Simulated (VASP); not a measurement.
Crystal: InPd.

```xyz
2
Lattice="0.0000 2.7461 2.7461 2.7461 0.0000 2.7461 2.7461 2.7461 0.0000" Properties=species:S:1:pos:R:3 pbc="T T T"
In    0.0000    0.0000    0.0000
Pd    2.7461    2.7461    2.7461
```

The cell was built by a generator and needn't be a form met in nature.

```yaml
Program: VASP 6.6.1
Task: relaxation of cell and atoms
Functional: PBEsol
Potentials_or_basis: VASP PAW PBE potentials, release 64 (In_d, Pd)
Cutoff: 600 eV
k_mesh: 8 × 8 × 8
Occupations: fermi-dirac, width 0.05 eV
Spin: no spin polarisation
```

At the start: pressure -5.0 GPa; volume 20.71 Å³/atom.

Task: How do energy, volume and symmetry change on relaxing?

Result: Over 6 steps the energy falls by 17.6 meV/atom and the volume is 19.62 Å³/atom (-5.3 %); space group Fm-3m (No. 225, to 0.05 Å).

The path:
```tsv
step	energy change (eV)	largest force (eV/Å)	pressure (GPa)	volume (Å³)
1	0.0000	0.0000	-4.95	41.42
2	-0.0142	0.0000	4.58	37.69
3	-0.0352	0.0000	-0.06	39.25
4	-0.0352	0.0000	0.11	39.21
5	-0.0352	0.0000	-0.18	39.27
6	-0.0352	0.0000	0.04	39.24
```

Final structure:
```
In Pd
1.0
     0.00000    2.69703    2.69703
     2.69703    0.00000    2.69703
     2.69703    2.69703    0.00000
In Pd
1 1
Cartesian
  2.6970 0.0000 2.6970
  2.6970 2.6970 2.6970
```

Caveat: the PAW data sets were made with another functional, which shifts forces and pressure a little.
